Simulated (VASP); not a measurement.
# SiO2: GW quasiparticle gap, part 2 of 4

Wanted: how far GW moves the Kohn-Sham levels of SiO2. The cell has space group I-42d. The start is a cell from a database of measured crystal structures.

VASP 6.6.1, plane waves and PAW; the level of theory is named at each step.

So far, gap on the k-mesh (eV): step 2 (empty bands, functional LDA) 5.82.

### 3. evGW0

This step: evGW0 on LDA; plane waves and PAW (Si_GW, O_GW) (VASP 6.6.1).

The lowest NBANDSGW levels in G are updated for four passes while W stays fixed, so the result depends less on the starting levels.

Input file INCAR:

```
SYSTEM = SiO2
PREC = Accurate
ENCUT = 440
ISMEAR = 0
SIGMA = 0.01
LREAL = .FALSE.
GGA = CA
NBANDS = 544
ALGO = EVGW0
NELMGW = 4
ENCUTGW = 200
NOMEGA = 48
PRECFOCK = Fast
NBANDSGW = 32
LWAVE = .FALSE.
LCHARG = .FALSE.
```

Input file POSCAR:

```
SiO2
1.0
   -2.3740500000      2.3740500000      3.7440000000
    2.3740500000     -2.3740500000      3.7440000000
    2.3740500000      2.3740500000     -3.7440000000
Si O
2 4
Direct
    0.0000000000      0.0000000000      0.0000000000
    0.7500000000      0.2500000000      0.5000000000
    0.9983800000      0.6250000000      0.8733800000
    0.3750000000      0.2483800000      0.3733800000
    0.7516200000      0.1250000000      0.1266200000
    0.8750000000      0.0016200000      0.6266200000
```

Input file KPOINTS:

```
Automatic mesh
0
Gamma
4 4 4
0 0 0
```

The projector-augmented-wave data sets are Si_GW and O_GW (LDA family, release 64).

Launch:

```bash
$ mpirun -np 16 vasp_std
```

The log of the run:

```text
[banner, memory and clock lines left out]
running   16 mpi-ranks, on    1 nodes
 distrk:  each k-point on   16 cores,    1 groups
 distr:  one band on    1 cores,   16 groups

 POSCAR found type information on POSCAR SiO
 POSCAR found :  2 types and       6 ions
 [... a notice as in an earlier step ...]

|                                                                             |
|           W    W    AA    RRRRR   N    N  II  N    N   GGGG   !!!           |
|           W    W   A  A   R    R  NN   N  II  NN   N  G    G  !!!           |
|           W    W  A    A  R    R  N N  N  II  N N  N  G       !!!           |
|           W WW W  AAAAAA  RRRRR   N  N N  II  N  N N  G  GGG   !            |
|           WW  WW  A    A  R   R   N   NN  II  N   NN  G    G                |
|           W    W  A    A  R    R  N    N  II  N    N   GGGG   !!!           |
|                                                                             |
|     The default for ENCUTGWSOFT is different in this version of VASP.       |
|     please manually set ENCUTGWSOFT =200 in the INCAR file.                 |
|                                                                             |

 LDA part: xc-table for (Slater(with rela. corr.)+CA(PZ))
 , standard interpolation
 found WAVECAR, reading the header
 POSCAR, INCAR and KPOINTS ok, starting setup
 FFT: planning ... GRIDC
 FFT: planning ... GRID_SOFT
 FFT: planning ... GRID
 reading WAVECAR
 the WAVECAR file was read successfully
 initial charge from wavefunction
 available memory per node:     17.21 GB, setting MAXMEM to     17620

 The Fermi energy was updated, please check that it is located mid-gap
 values below the HOMO (VB) or above the LUMO (CB) will cause erroneous energies
 E-fermi :   2.3669

 calculate exact exchange contribution
 the WAVEDER file was read successfully
energies w=
    0.000    0.000    0.688    0.000    1.374    0.000    2.054    0.000
    2.726    0.000    3.388    0.000    4.039    0.000    4.679    0.000
    5.307    0.000    5.923    0.000    6.528    0.000    7.123    0.000
    7.710    0.000    8.290    0.000    8.864    0.000    9.436    0.000
   10.007    0.000   10.579    0.000   11.155    0.000   11.738    0.000
   12.331    0.000   12.937    0.000   13.559    0.000   14.202    0.000
   14.870    0.000   15.568    0.000   16.304    0.000   17.083    0.000
   17.914    0.000   18.807    0.000   19.775    0.000   20.833    0.000
   22.000    0.000   23.299    0.000   24.761    0.000   26.425    0.000
   28.344    0.000   30.590    0.000   33.261    0.000   36.498    0.000
   40.511    0.000   45.619    0.000   52.347    0.000   61.601    0.000
   75.114    0.000   96.646    0.000  136.194    0.000  232.072    0.000
 responsefunction array rank=     560
 LDA part: xc-table for (Slater(with rela. corr.)+CA(PZ))
 , standard interpolation

 min. memory requirement per mpi rank    444.2 MB, per node   7107.3 MB

 allocating   3 responsefunctions rank=   560
 shmem allocating  48 responsefunctions rank=   560
 response function shared by NCSHMEM nodes    1
 Doing            3  frequencies on each core in blocks of           48
NQ=   1    0.0000    0.0000    0.0000,
|.........|.........|.........|.........|.........|.........|.........|.........
 performed       1533000 updates of chi_q(r,r)
 total number of BLAS operations       3807.26 Gflops
NQ=   2    0.2500    0.0000    0.0000,
|.........|.........|.........|.........|.........|.........|.........|.........
 performed       4564000 updates of chi_q(r,r)
 total number of BLAS operations      10930.54 Gflops
NQ=   3    0.5000    0.0000    0.0000,
|.........|.........|.........|.........|.........|.........|.........|.........
 performed       7003000 updates of chi_q(r,r)
 total number of BLAS operations      16662.86 Gflops
NQ=   4    0.2500    0.2500    0.0000,
|.........|.........|.........|.........|.........|.........|.........|.........
 performed       9755000 updates of chi_q(r,r)
 total number of BLAS operations      23012.77 Gflops
NQ=   5    0.5000    0.2500    0.0000,
|.........|.........|.........|.........|.........|.........|.........|.........
 performed      13064000 updates of chi_q(r,r)
 total number of BLAS operations      30676.25 Gflops
NQ=   6   -0.2500    0.2500    0.0000,
|.........|.........|.........|.........|.........|.........|.........|.........
 performed      15537000 updates of chi_q(r,r)
 total number of BLAS operations      36576.52 Gflops
NQ=   7    0.5000    0.5000    0.0000,
|.........|.........|.........|.........|.........|.........|.........|.........
 performed      17419000 updates of chi_q(r,r)
 total number of BLAS operations      40837.98 Gflops
NQ=   8    0.2500    0.2500    0.2500,
|.........|.........|.........|.........|.........|.........|.........|.........
 performed      19057000 updates of chi_q(r,r)
 total number of BLAS operations      44603.63 Gflops
NQ=   9   -0.2500    0.2500    0.2500,
|.........|.........|.........|.........|.........|.........|.........|.........
 performed      21530000 updates of chi_q(r,r)
 total number of BLAS operations      50396.34 Gflops
NQ=  10    0.5000    0.5000    0.2500,
|.........|.........|.........|.........|.........|.........|.........|.........
 performed      24003000 updates of chi_q(r,r)
 total number of BLAS operations      56253.46 Gflops
NQ=  11   -0.2500    0.5000    0.2500,
|.........|.........|.........|.........|.........|.........|.........|.........
 performed      27034000 updates of chi_q(r,r)
 total number of BLAS operations      63482.28 Gflops
NQ=  12   -0.2500   -0.2500    0.2500,
|.........|.........|.........|.........|.........|.........|.........|.........
 performed      28950000 updates of chi_q(r,r)
 total number of BLAS operations      68104.39 Gflops
NQ=  13    0.5000    0.5000    0.5000,
|.........|.........|.........|.........|.........|.........|.........|.........
 performed      30483000 updates of chi_q(r,r)
 total number of BLAS operations      71682.79 Gflops
 resolving degeneracies of screened two electron integrals

 calculate QP shifts <psi_nk| G(iteration)W_0 |psi_nk>: iteration 1
 allocating   3 responsefunctions rank=   560
 shmem allocating  48 responsefunctions rank=   560
 response function shared by NCSHMEM nodes    1
 Doing            3  frequencies on each core in blocks of           48
NQ=   1    0.0000    0.0000    0.0000,
|.........|.........|.........|.........|.........|.........|.........|.........
 performed       1533000 updates of chi_q(r,r)
 total number of BLAS operations       3807.26 Gflops
NQ=   2    0.2500    0.0000    0.0000,
|.........|.........|.........|.........|.........|.........|.........|.........
[...]
total number of BLAS operations      36576.52 Gflops
NQ=   7    0.5000    0.5000    0.0000,
|.........|.........|.........|.........|.........|.........|.........|.........
 performed      17419000 updates of chi_q(r,r)
 total number of BLAS operations      40837.98 Gflops
NQ=   8    0.2500    0.2500    0.2500,
|.........|.........|.........|.........|.........|.........|.........|.........
 performed      19057000 updates of chi_q(r,r)
 total number of BLAS operations      44603.63 Gflops
NQ=   9   -0.2500    0.2500    0.2500,
|.........|.........|.........|.........|.........|.........|.........|.........
 performed      21530000 updates of chi_q(r,r)
 total number of BLAS operations      50396.34 Gflops
NQ=  10    0.5000    0.5000    0.2500,
|.........|.........|.........|.........|.........|.........|.........|.........
 performed      24003000 updates of chi_q(r,r)
 total number of BLAS operations      56253.46 Gflops
NQ=  11   -0.2500    0.5000    0.2500,
|.........|.........|.........|.........|.........|.........|.........|.........
 performed      27034000 updates of chi_q(r,r)
 total number of BLAS operations      63482.28 Gflops
NQ=  12   -0.2500   -0.2500    0.2500,
|.........|.........|.........|.........|.........|.........|.........|.........
 performed      28950000 updates of chi_q(r,r)
 total number of BLAS operations      68104.39 Gflops
NQ=  13    0.5000    0.5000    0.5000,
|.........|.........|.........|.........|.........|.........|.........|.........
 performed      30483000 updates of chi_q(r,r)
 total number of BLAS operations      71682.79 Gflops
 resolving degeneracies of screened two electron integrals

 calculate QP shifts <psi_nk| G(iteration)W_0 |psi_nk>: iteration 2
 allocating   3 responsefunctions rank=   560
 shmem allocating  48 responsefunctions rank=   560
 response function shared by NCSHMEM nodes    1
 Doing            3  frequencies on each core in blocks of           48
NQ=   1    0.0000    0.0000    0.0000,
|.........|.........|.........|.........|.........|.........|.........|.........
 performed       1533000 updates of chi_q(r,r)
 total number of BLAS operations       3807.26 Gflops
NQ=   2    0.2500    0.0000    0.0000,
|.........|.........|.........|.........|.........|.........|.........|.........
 performed       4564000 updates of chi_q(r,r)
 total number of BLAS operations      10930.54 Gflops
NQ=   3    0.5000    0.0000    0.0000,
|.........|.........|.........|.........|.........|.........|.........|.........
 performed       7003000 updates of chi_q(r,r)
 total number of BLAS operations      16662.86 Gflops
NQ=   4    0.2500    0.2500    0.0000,
|.........|.........|.........|.........|.........|.........|.........|.........
 performed       9755000 updates of chi_q(r,r)
 total number of BLAS operations      23012.77 Gflops
NQ=   5    0.5000    0.2500    0.0000,
|.........|.........|.........|.........|.........|.........|.........|.........
 performed      13064000 updates of chi_q(r,r)
 total number of BLAS operations      30676.25 Gflops
NQ=   6   -0.2500    0.2500    0.0000,
|.........|.........|.........|.........|.........|.........|.........|.........
 performed      15537000 updates of chi_q(r,r)
 total number of BLAS operations      36576.52 Gflops
NQ=   7    0.5000    0.5000    0.0000,
|.........|.........|.........|.........|.........|.........|.........|.........
 performed      17419000 updates of chi_q(r,r)
 total number of BLAS operations      40837.98 Gflops
NQ=   8    0.2500    0.2500    0.2500,
|.........|.........|.........|.........|.........|.........|.........|.........
 performed      19057000 updates of chi_q(r,r)
 total number of BLAS operations      44603.63 Gflops
NQ=   9   -0.2500    0.2500    0.2500,
|.........|.........|.........|.........|.........|.........|.........|.........
 performed      21530000 updates of chi_q(r,r)
 total number of BLAS operations      50396.34 Gflops
NQ=  10    0.5000    0.5000    0.2500,
|.........|.........|.........|.........|.........|.........|.........|.........
 performed      24003000 updates of chi_q(r,r)
 total number of BLAS operations      56253.46 Gflops
NQ=  11   -0.2500    0.5000    0.2500,
|.........|.........|.........|.........|.........|.........|.........|.........
 performed      27034000 updates of chi_q(r,r)
 total number of BLAS operations      63482.28 Gflops
NQ=  12   -0.2500   -0.2500    0.2500,
|.........|.........|.........|.........|.........|.........|.........|.........
 performed      28950000 updates of chi_q(r,r)
 total number of BLAS operations      68104.39 Gflops
NQ=  13    0.5000    0.5000    0.5000,
|.........|.........|.........|.........|.........|.........|.........|.........
 performed      30483000 updates of chi_q(r,r)
 total number of BLAS operations      71682.79 Gflops
 resolving degeneracies of screened two electron integrals

 calculate QP shifts <psi_nk| G(iteration)W_0 |psi_nk>: iteration 3
 allocating   3 responsefunctions rank=   560
 shmem allocating  48 responsefunctions rank=   560
 response function shared by NCSHMEM nodes    1
 Doing            3  frequencies on each core in blocks of           48
NQ=   1    0.0000    0.0000    0.0000,
|.........|.........|.........|.........|.........|.........|.........|.........
 performed       1533000 updates of chi_q(r,r)
 total number of BLAS operations       3807.26 Gflops
NQ=   2    0.2500    0.0000    0.0000,
|.........|.........|.........|.........|.........|.........|.........|.........
 performed       4564000 updates of chi_q(r,r)
 total number of BLAS operations      10930.54 Gflops
NQ=   3    0.5000    0.0000    0.0000,
|.........|.........|.........|.........|.........|.........|.........|.........
 performed       7003000 updates of chi_q(r,r)
 total number of BLAS operations      16662.86 Gflops
NQ=   4    0.2500    0.2500    0.0000,
|.........|.........|.........|.........|.........|.........|.........|.........
 performed       9755000 updates of chi_q(r,r)
 total number of BLAS operations      23012.77 Gflops
NQ=   5    0.5000    0.2500    0.0000,
|.........|.........|.........|.........|.........|.........|.........|.........
 performed      13064000 updates of chi_q(r,r)
 total number of BLAS operations      30676.25 Gflops
NQ=   6   -0.2500    0.2500    0.0000,
|.........|.........|.........|.........|.........|.........|.........|.........
 performed      15537000 updates of chi_q(r,r)
 total number of BLAS operations      36576.52 Gflops
NQ=   7    0.5000    0.5000    0.0000,
|.........|.........|.........|.........|.........|.........|.........|.........
 performed      17419000 updates of chi_q(r,r)
 total number of BLAS operations      40837.98 Gflops
NQ=   8    0.2500    0.2500    0.2500,
|.........|.........|.........|.........|.........|.........|.........|.........
 performed      19057000 updates of chi_q(r,r)
 total number of BLAS operations      44603.63 Gflops
NQ=   9   -0.2500    0.2500    0.2500,
|.........|.........|.........|.........|.........|.........|.........|.........
 performed      21530000 updates of chi_q(r,r)
 total number of BLAS operations      50396.34 Gflops
NQ=  10    0.5000    0.5000    0.2500,
|.........|.........|.........|.........|.........|.........|.........|.........
 performed      24003000 updates of chi_q(r,r)
 total number of BLAS operations      56253.46 Gflops
NQ=  11   -0.2500    0.5000    0.2500,
|.........|.........|.........|.........|.........|.........|.........|.........
 performed      27034000 updates of chi_q(r,r)
 total number of BLAS operations      63482.28 Gflops
NQ=  12   -0.2500   -0.2500    0.2500,
|.........|.........|.........|.........|.........|.........|.........|.........
 performed      28950000 updates of chi_q(r,r)
 total number of BLAS operations      68104.39 Gflops
NQ=  13    0.5000    0.5000    0.5000,
|.........|.........|.........|.........|.........|.........|.........|.........
 performed      30483000 updates of chi_q(r,r)
 total number of BLAS operations      71682.79 Gflops
 resolving degeneracies of screened two electron integrals

 calculate QP shifts <psi_nk| G(iteration)W_0 |psi_nk>: iteration 4
 entering main loop
```

Wall time 12 min (16 MPI ranks of AMD EPYC 9R45, shared host); peak memory 8 GiB; 3.2 h of CPU time.

(Part 2 of 4 ends here.)

[Lines on the potential files, build, host, timing and source positions are cut from VASP's logs without a mark.]

[Logs are printed without paths, hosts, clocks, repeated set-up lines and the standing remarks that a program may print on its own settings, such as how far it seeks lower states.]

[Hosts, paths, dates, database ids (printed as entryN), source tags and the programs' standing remarks are cut or masked in the printed files.]

[Pressures printed for these runs are not shown converged in the cutoff: they can be off by several GPa and have the wrong sign.]
